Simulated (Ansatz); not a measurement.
MgH2:

```
Mg H
1.0
     0.00000    2.38107    2.38107
     2.38107    0.00000    2.38107
     2.38107    2.38107    0.00000
Mg H
1 2
Direct
  0.00000 0.00000 0.00000
  0.25000 0.25000 0.25000
  0.75000 0.75000 0.75000
```

Measurements of this composition are mostly on another form, of space group No. 136.

| Property | Result |
| --- | --- |
| Program | Ansatz 0.2.0 |
| Task | relaxation of cell and atoms |
| Functional | PBEsol |
| Dispersion | D3(BJ) |
| Potentials or basis | Ansatz PAW |
| Cutoff | 420 eV (not typed: the program's choice for these potentials) |
| k mesh | 10 × 10 × 10 |
| Occupations | fermi-dirac, width 0.05 eV |
| Spin | no spin polarisation |

At the start: volume 9.00 Å³/atom.

**Question.** How do energy, volume and symmetry change on relaxing?

**Answer.** It ends after 5 steps and the volume is 8.47 Å³/atom (-5.9 %); space group Fm-3m (No. 225, to 0.05 Å).

Step by step:
| step | energy change (eV) | largest force (eV/Å) | volume (Å³) |
| --- | --- | --- | --- |
| 1 | 0.0000 | 0.0000 | 27.00 |
| 2 | -0.0192 | 0.0000 | 25.08 |
| 3 | -0.0198 | 0.0000 | 25.43 |
| 4 | -0.0198 | 0.0000 | 25.40 |
| 5 | -0.0187 | 0.0000 | 25.40 |

Final structure:
```xyz
3
Lattice="0.0000 2.3332 2.3332 2.3332 0.0000 2.3332 2.3332 2.3332 0.0000" Properties=species:S:1:pos:R:3 pbc="T T T"
Mg    0.0000    0.0000    0.0000
H     1.1666    1.1666    1.1666
H     3.4998    3.4998    3.4998
```

Caveat: the plane-wave basis is chosen anew once the cell has moved, so the energies of steps on either side of that aren't comparable; pairwise dispersion overbinds metals, which lowers pressure and volume; the PAW data sets come from PBE, with cores solved anew for the run's functional, which leaves a small shift of forces and pressure.
